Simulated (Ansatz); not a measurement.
# PbSe2 (I4/mcm) in Ansatz: further runs

One crystal, PbSe2, is run at these levels: LDA, r2SCAN; tasks: band structure.

Program: Ansatz 0.2.0. These are calculated values, not measurements. Logs are shortened: lines on timing, memory, paths and dates and some standing lists are left out, and cuts for length are marked.

**1. The structure**

It takes space group I4/mcm (No. 140, tetragonal). The conventional cell has a = 6.477 Å, b = 6.477 Å, c = 7.804 Å, α = 90.00°, β = 90.00°, γ = 90.00°. Pb (site symmetry 422) has 8 Se at 3.20 Å as nearest neighbours. Se (site symmetry m2m) has 1 Se at 2.38 Å as nearest neighbours.

The cell comes from a database or a generator and needn't be the stable form of this composition.

**2. Band structure, LDA**

input.yaml reads:

```yaml
crystal:
  lattice:
    - [-3.23863296, 3.23863296, 3.90219629]
    - [3.23863296, -3.23863296, 3.90219629]
    - [3.23863296, 3.23863296, -3.90219629]
  atoms:
    - { symbol: Pb, position: [0.75, 0.75, 0.0] }
    - { symbol: Pb, position: [0.25, 0.25, 0.0] }
    - { symbol: Se, position: [0.129816735, 0.370183265, 0.5] }
    - { symbol: Se, position: [0.870183265, 0.629816735, 0.5] }
    - { symbol: Se, position: [0.370183265, 0.870183265, 0.24036653] }
    - { symbol: Se, position: [0.629816735, 0.129816735, 0.75963347] }
hamiltonian:
  xc: lda
  pseudopotentials: { kind: paw }
kpoints:
  mp_grid: { grid: [6, 6, 6] }
  band_path:
    path:
      - [[0.0, 0.0, 0.0], [0.0, 0.0, 0.5], [-0.3444095964, 0.3444095964, 0.5], [-0.4222047982, 0.4222047982, 0.4222047982], [0.0, 0.0, 0.0], [0.5, 0.5, -0.5], [0.4222047982, 0.5777952018, -0.4222047982], [0.0, 0.5, 0.0], [0.25, 0.25, 0.25], [0.5, 0.5, -0.3444095964], [0.5, 0.5, -0.5]]
      - [[0.0, 0.0, 0.5], [0.25, 0.25, 0.25]]
    npoints: 14
scf:
  occupations: { method: fermi_dirac, width: 0.05 }
  n_extra_bands: 15
output:
  forces: true
  stress: true
  eigenvalues: true
  fatbands: true
```

Potentials or basis: Ansatz PAW.

The run is started by

```
$ ansatz run input.yaml --threads 2 --pin off --max-ram 5632MiB --backend cpu --events-out ev --progress --plain --runs-dir out
```

Output:

```text
Warning: RAYON_NUM_THREADS=2 ignored (pool sized by the plan → 2); use --threads N
scf.n_extra_bands = 15 over 46 filled bands (N_el = 92.0): the run solves 61 bands
Engine: ansatz 0.2.0, aarch64-unknown-linux-gnu
Pseudopotentials: kind: paw
Pseudopotential: Pb, paw, valence charge 14, recommended cutoff 420 eV (normal), Pb.paw.azcp
Pseudopotential: Se, paw, valence charge 16, recommended cutoff 420 eV (normal), Se.paw.azcp
Functional definition: SPW92
  exchange = slater_x
  correlation = pw_c
Crystal: 6 atoms, lattice volume = 163.717 Å³
Basis set: ecut = 420 eV, 3157 PW (Γ)
Bands: 61, of which v1, the nominal top of the filled ones, is band 46 counted from 1 (45 counted from 0)
Symmetry: 16 space group operations
Space group: I4/mcm (ITA 140), of the structure as read, at distance tolerance 5.5e-5 Å
k-points: 30 of 216
Non-local potential: Pb, projectors of the file, l = 0: 2, l = 1: 2, l = 2: 2, l = 3: 2
Non-local potential: Se, projectors of the file, l = 0: 2, l = 1: 2, l = 2: 3, l = 3: 1
PAW form: soft (Blöchl's): semilocal exchange-correlation on the pseudo side does not see the compensation charge
PAW frozen core: Pb, regenerated for the run's functional, and the local potential with it (the file was generated under x = pbe(κ = 0.804, μ = 0.2195149727645171), c = pbe(β = 0.06672455060314922))
PAW frozen core: Se, regenerated for the run's functional, and the local potential with it (the file was generated under x = pbe(κ = 0.804, μ = 0.2195149727645171), c = pbe(β = 0.06672455060314922))
PAW one-centre angular grid: Pb, 590 points (default); XC on 64 Gauss nodes
PAW one-centre angular grid: Se, 590 points (default); XC on 64 Gauss nodes
Initial density: superposition of atomic densities (neutral atoms: chi_scale 0, normalization atom), corrected by the library's trained network
Initial wavefunctions: pseudopotential atomic-orbital guess
Functional: x = slater, c = lda
SCF iter   1: F=—  HF=-44739.452384 eV  |F-HF|=—  |Δ(HF+E_count)|=         —  Δρ=4.53e-3  dr2=1.90e-2  ethr=1.77e-3  ⟨swp⟩=6.9  Hψ=7720  notcnv=0  defer=106
preconditioner: auto → Kerker (q_TF=auto, 2.478 Å⁻¹)  [metal: Δε(μ)=0.051 eV  Ē_g=15.188 eV  σ=0.050 eV  W_gap=0.24  n_scr=42 (ndim 8)  ℏωp=20.9 eV  f_vac=0.012  D(μ)=0.36/eV (n_scr^D=0)]
SCF iter   2: F=—  HF=-44739.445864 eV  |F-HF|=—  |Δ(HF+E_count)|=   6.52e-3  Δρ=2.64e-3  dr2=7.17e-3  ethr=2.07e-5  ⟨swp⟩=1.5  Hψ=2276  notcnv=0  defer=146
SCF iter   3: F=—  HF=-44739.444291 eV  |F-HF|=—  |Δ(HF+E_count)|=   1.57e-3  Δρ=5.13e-4  dr2=7.48e-4  ethr=7.79e-6  ⟨swp⟩=2.0  Hψ=2026  notcnv=0  defer=146
SCF iter   4: F=—  HF=-44739.444180 eV  |F-HF|=—  |Δ(HF+E_count)|=   1.10e-4  Δρ=2.11e-4  dr2=1.44e-4  ethr=8.13e-7  ⟨swp⟩=2.5  Hψ=2990  notcnv=0  defer=146
SCF iter   5: F=—  HF=-44739.444139 eV  |F-HF|=—  |Δ(HF+E_count)|=   4.13e-5  Δρ=8.63e-5  dr2=1.59e-5  ethr=1.57e-7  ⟨swp⟩=2.0  Hψ=3001  notcnv=0  defer=146
SCF iter   6: F=—  HF=-44739.444199 eV  |F-HF|=—  |Δ(HF+E_count)|=   5.99e-5  Δρ=3.31e-5  dr2=3.36e-6  ethr=1.73e-8  ⟨swp⟩=2.0  Hψ=3001  notcnv=0  defer=146
SCF iter   7: F=—  HF=-44739.444197 eV  |F-HF|=—  |Δ(HF+E_count)|=   1.32e-6  Δρ=8.83e-6  dr2=3.44e-7  ethr=3.65e-9  ⟨swp⟩=2.0  Hψ=3003  notcnv=0  defer=146
SCF iter   8: F=-44739.444197 eV  HF=-44739.444197 eV  |F-HF|=2.16e-8  |Δ(HF+E_count)|=   1.12e-7  Δρ=2.51e-6  dr2=3.53e-8  ethr=1.09e-10  ⟨swp⟩=11.4  Hψ=9280  notcnv=0
SCF 1 converged in 8 iterations: F = -44739.444197 eV  dr2 = 3.53e-8
NSCF: frozen V_eff on 156 k-points
SCF converged after 8 iterations
Free energy (F): -44739.444197 eV
Harris-Foulkes:  -44739.444197 eV  (|F-HF|=2.16e-8)
Internal energy: -44739.441168 eV  (E = F + TS)
E sigma→0 (E₀):  -44739.442683 eV
Entropy (-TS):   -0.003029 eV (-0.505 meV/atom)
Fermi energy:    8.673521 eV
--- Per-component energies (eV) ---
  E_band       = -1659.996643
  E_kinetic    = 1047.568443
  E_local      = -11953.775407  (includes V_loc(G=0)·N_el)
  E_nonlocal   = -1646.277331
  E_hartree    = 5683.433898
  E_xc         = -851.811460
  E_vxc        = -659.614895  (∫ρ·V_xc dr)
  E_paw        = -27510.024837  (= ΣΔE_a)
  E_vpaw       = 185.234603  (= ΣTr[D̂ρ^β])
  E_aug_tail   = -0.002238  (compensation charges beyond the density's cutoff)
  E_ewald      = -9517.266258
  E_core_change = 8.714022  (= ΣΔE_core)
  E_smearing   = -0.003029  (= −TS)
  E_closure    = -0.000000  (closes the sum)
  Σ components = -44739.444197   (vs F -44739.444197, Δ=0.00e0)
--- Forces (eV/Å), atoms counted from 1 ---
  atom   1  Pb     0.00000000     0.00000000     0.00000000
  atom   2  Pb     0.00000000     0.00000000     0.00000000
  atom   3  Se    -0.09276754     0.09276754    -0.00000000
  atom   4  Se     0.09276754    -0.09276754    -0.00000000
  atom   5  Se    -0.09276754    -0.09276754     0.00000000
  atom   6  Se     0.09276754     0.09276754    -0.00000000
  max |Σ_I F_I| component: 4.16e-17 eV/Å
--- Stress (GPa, compression-positive) ---
       -3.496108       0.000000      -0.000000
        0.000000      -3.496108      -0.000000
        0.000000       0.000000      -3.275725
  P = ⅓ Tr σ = -3.4226 GPa (-34.226 kbar)
--- Band table (eV; the first three rows and the last of 30) ---
  k-point 0: bands = ["-39.5887", "-39.5882", "-39.5098", "-39.5098", "-39.5047", "-39.5047", "-39.4868", "-39.4866", "-39.4813", "-39.4809", "-39.4632", "-39.4632", "-39.3080", "-39.3080", "-39.3068", "-39.3064", "-39.3059", "-39.3056", "-39.3041", "-39.3041", "-8.3548", "-8.3527", "-8.3527", "-8.3085", "-8.2799", "-8.2790", "-8.2790", "-8.2709", "-8.2593", "-8.2433", "-6.2889", "-5.1942", "-2.8823", "-2.8823", "0.2619", "0.9477", "3.8877", "4.1965", "4.6215", "4.6215", "5.3497", "5.5403", "5.5403", "5.7257", "5.7696", "8.6281", "10.8358", "10.8358", "11.8671", "11.8671", "12.6855", "12.6855", "12.8637", "13.0296", "13.3389", "15.2381", "15.6460", "16.8561", "16.8561", "17.3169", "18.6253"]
  k-point 1: bands = ["-39.5886", "-39.5883", "-39.5098", "-39.5098", "-39.5047", "-39.5047", "-39.4868", "-39.4867", "-39.4812", "-39.4810", "-39.4632", "-39.4632", "-39.3080", "-39.3080", "-39.3067", "-39.3064", "-39.3059", "-39.3057", "-39.3041", "-39.3041", "-8.3594", "-8.3536", "-8.3448", "-8.3023", "-8.2815", "-8.2788", "-8.2775", "-8.2735", "-8.2636", "-8.2444", "-6.1800", "-5.2595", "-3.0000", "-2.9278", "0.2801", "0.8060", "3.6648", "4.0616", "4.6090", "5.2278", "5.3332", "5.5268", "5.9044", "6.0434", "6.4486", "7.9399", "10.4497", "10.9071", "11.0774", "11.8345", "12.3677", "12.3744", "12.6812", "13.4648", "13.5740", "15.2140", "15.8188", "16.5378", "17.2268", "17.8920", "18.3358"]
  k-point 2: bands = ["-39.5885", "-39.5884", "-39.5098", "-39.5098", "-39.5047", "-39.5047", "-39.4868", "-39.4867", "-39.4811", "-39.4810", "-39.4632", "-39.4632", "-39.3080", "-39.3080", "-39.3066", "-39.3065", "-39.3058", "-39.3057", "-39.3042", "-39.3041", "-8.3720", "-8.3515", "-8.3284", "-8.2910", "-8.2855", "-8.2793", "-8.2783", "-8.2735", "-8.2732", "-8.2456", "-5.9169", "-5.3751", "-3.3615", "-3.0167", "0.4948", "0.5667", "3.8205", "4.0781", "4.2018", "4.6287", "6.1377", "6.2502", "6.4987", "7.0834", "7.2461", "7.2798", "9.6597", "10.7419", "10.8176", "11.0814", "11.2777", "11.3379", "13.0146", "13.3203", "13.8335", "15.4655", "16.1427", "16.4823", "17.0910", "17.8697", "18.0298"]
  k-point 29: bands = ["-39.5887", "-39.5882", "-39.5098", "-39.5098", "-39.5047", "-39.5047", "-39.4868", "-39.4867", "-39.4813", "-39.4809", "-39.4632", "-39.4632", "-39.3080", "-39.3080", "-39.3067", "-39.3064", "-39.3058", "-39.3057", "-39.3042", "-39.3042", "-8.3457", "-8.3243", "-8.3243", "-8.3109", "-8.2912", "-8.2862", "-8.2862", "-8.2647", "-8.2631", "-8.2550", "-5.8690", "-5.3104", "-3.1474", "-3.1474", "-0.3965", "-0.1508", "3.9742", "4.0537", "4.9026", "4.9026", "6.3444", "6.6514", "7.4169", "7.4169", "8.6637", "8.7433", "9.9688", "9.9715", "9.9715", "10.9223", "10.9223", "11.4365", "11.8503", "11.8503", "13.5504", "13.8307", "16.5420", "16.5420", "16.8730", "17.8686", "17.8686"]
```

Run time: 73 s. Hardware: 2 threads of Arm Neoverse N1, shared host; peak memory 0.91 GiB.

Results:

```yaml
Free_energy: -44739.4442 eV
Pressure: -3.4 GPa
Largest_force: 0.131 eV/Å
Band_gap_on_the_k_mesh: none (metal or under the smearing width)
```

Forces in eV/Å, atoms in the order of the input:
```
Pb   0.000  0.000  0.000
Pb   0.000  0.000  0.000
Se  -0.093  0.093  0.000
Se   0.093 -0.093  0.000
Se  -0.093 -0.093  0.000
Se   0.093  0.093  0.000
```

Stress tensor (GPa, compression positive):
```
-3.50  0.00  0.00
 0.00 -3.50  0.00
 0.00  0.00 -3.28
```

Levels at the corners of the path, in eV from the Fermi level:
```tsv
point	band 43	band 44	band 45	band 46	band 47	band 48	band 49	band 50
Γ	-3.13	-2.95	-2.90	-0.05	2.16	2.16	3.19	3.19
X	-2.16	-1.22	-1.20	-0.37	1.18	1.34	1.66	1.87
Y	-1.24	-0.88	-0.64	-0.19	-0.06	1.80	1.87	1.87
S	-1.39	-0.90	-0.37	-0.24	0.60	1.29	2.06	2.09
Γ	-3.13	-2.95	-2.90	-0.05	2.16	2.16	3.19	3.19
Z	-1.26	-1.26	-0.01	0.07	1.30	1.30	1.30	2.25
S1	-1.39	-0.90	-0.37	-0.24	0.60	1.29	2.06	2.09
N	-2.08	-2.08	-0.83	-0.83	0.55	0.55	2.41	2.41
P	-2.09	-2.09	-0.89	-0.89	2.00	2.00	2.41	2.41
Y1	-1.24	-0.88	-0.64	-0.19	-0.06	1.80	1.87	1.87
Z	-1.26	-1.26	-0.01	0.07	1.30	1.30	1.30	2.25
X	-2.16	-1.22	-1.20	-0.37	1.18	1.34	1.66	1.87
P	-2.09	-2.09	-0.89	-0.89	2.00	2.00	2.41	2.41
```

Caveat: spin-orbit coupling is left out, which moves the levels of the heavy elements; the PAW data sets come from PBE, with cores solved anew for the run's functional, which leaves a small shift of forces and pressure.

**3. Band structure, r2SCAN**

Edit input.yaml of step 2 so:

```diff
@@ -13,3 +13,3 @@
 hamiltonian:
-  xc: lda
+  xc: r2scan
   pseudopotentials: { kind: paw }
@@ -29,2 +29,2 @@
   eigenvalues: true
-  fatbands: true
+  fatbands: false
```

Potentials or basis: Ansatz PAW.

The run is started by

```
$ ansatz run input.yaml --threads 2 --pin off --max-ram 5632MiB --backend cpu --events-out ev --progress --plain --runs-dir out
```

Run time: 82 s. Hardware: 2 threads of Arm Neoverse N1, shared host; peak memory 1.3 GiB.

Results (log left out):

```yaml
Free_energy: -45756.6592 eV
Pressure: 0.0 GPa
Largest_force: 0.007 eV/Å
Band_gap_on_the_k_mesh: 0.25 eV, indirect (least direct gap 0.54 eV)
Band_gap_along_the_path: 0.05 eV, indirect (least direct gap 0.50 eV)
```

Forces in eV/Å, atoms in the order of the input:
```
Pb   0.000  0.000  0.000
Pb   0.000  0.000  0.000
Se   0.005 -0.005  0.000
Se  -0.005  0.005  0.000
Se   0.005  0.005  0.000
Se  -0.005 -0.005  0.000
```

Levels at the corners of the path, in eV from the valence-band top:
```tsv
point	band 43	band 44	band 45	band 46	band 47	band 48	band 49	band 50
Γ	-3.20	-3.09	-3.02	-0.14	2.50	2.50	3.56	3.56
X	-2.23	-1.34	-1.31	-0.42	1.63	1.71	1.99	2.15
Y	-1.34	-0.95	-0.64	-0.26	0.32	2.08	2.18	2.27
S	-1.49	-0.98	-0.34	-0.28	0.91	1.59	2.41	2.45
Γ	-3.20	-3.09	-3.02	-0.14	2.50	2.50	3.56	3.56
Z	-1.35	-1.35	-0.02	0.00	1.63	1.63	1.71	2.56
S1	-1.49	-0.98	-0.34	-0.28	0.91	1.59	2.41	2.45
N	-2.17	-2.17	-0.88	-0.88	0.89	0.89	2.77	2.77
P	-2.17	-2.17	-0.93	-0.93	2.27	2.27	2.75	2.75
Y1	-1.34	-0.95	-0.64	-0.26	0.32	2.08	2.18	2.27
Z	-1.35	-1.35	-0.02	0.00	1.63	1.63	1.71	2.56
X	-2.23	-1.34	-1.31	-0.42	1.63	1.71	1.99	2.15
P	-2.17	-2.17	-0.93	-0.93	2.27	2.27	2.75	2.75
```

Caveat: the k mesh misses the band edges, so the gap on the mesh is wider than the one along the path; spin-orbit coupling is left out, which as a rule narrows the gap of such compounds by several tenths of an eV; the PAW data sets come from PBE, with cores solved anew for the run's functional, which leaves a small shift of forces and pressure.
